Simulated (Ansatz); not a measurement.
# Co/BN/Ni: predicting the conductance of a thicker barrier

**Method.** Ansatz 0.2.0, plane waves with PAW datasets, PBE. Interfaces are relaxed in a short slab (with D3(BJ) where the barrier is layered), set between ideal electrode layers that go on as semi-infinite leads, and the zero-bias conductance G at 300 K comes from T(E) on a typed mesh. The error is the largest of the program's estimates from energy step, mesh, the leads' potential steps and neutrality; its separate bound for narrow resonances between the energies solved isn't counted and can be far larger. The lower electrode is Co (hcp 0001), the upper Ni (fcc 111) and the barrier BN (zinc blende 111), on a net of side 2.528 Å; d is the distance between the electrodes' last planes. The runs are spin-polarised, with magnetic electrodes parallel.

What is known so far:

```tsv
planes in the barrier	d (Å)	G (S/m²)	error (%)	lead step (meV)
4	6.47	1.25e14	20	19
6	8.58	4.14e13	25	19
8	10.68	1.26e13	17	18
10	12.79	4.22e12	7	18
```

Task: A further run has 12 planes, d = 14.90 Å. Fit G ∝ exp(−βd) to the rows shown and predict its conductance.

**Worked fit.** Take y = ln G: 32.46, 31.36, 30.16 and 29.07. The means are d = 9.63 Å and y = 30.76; Σ(Δd Δy) = −11.96 and Σ(Δd)² = 22.18, so the slope is −0.539 Å⁻¹ (β = 0.539 Å⁻¹). At d = 14.90 Å, y = 30.76 − 0.539 × 5.27 = 27.92, or G = 1.34e12 S/m².

**The withheld run.** The run gave 1.56e12 S/m², with an error estimate of 11 % and a lead step of 3 meV. The prediction is 0.856 times that, too low by 14 %. That lies within the runs' own error estimates, carried through the fit.

**Limits.** The interfaces are ideal, one cell wide, strained to a common net and relaxed from one registry with their symmetry kept. PBE's gaps are too small, so true decay constants are likely larger where the Fermi level lies deep in a gap. No spin-orbit coupling, phonons, disorder or image charges enter. The rows shown are chosen by tests on error estimates (under 100 to 120 %), lead steps (under 150 meV, though the program warns over 25), intact interfaces and, for fits, a steady trend in the rows shown; the data set holds 414 series of this kind, and not all pass.

[Logs are printed without paths, hosts, clocks, repeated set-up lines and the standing remarks that a program may print on its own settings, such as how far it seeks lower states.]
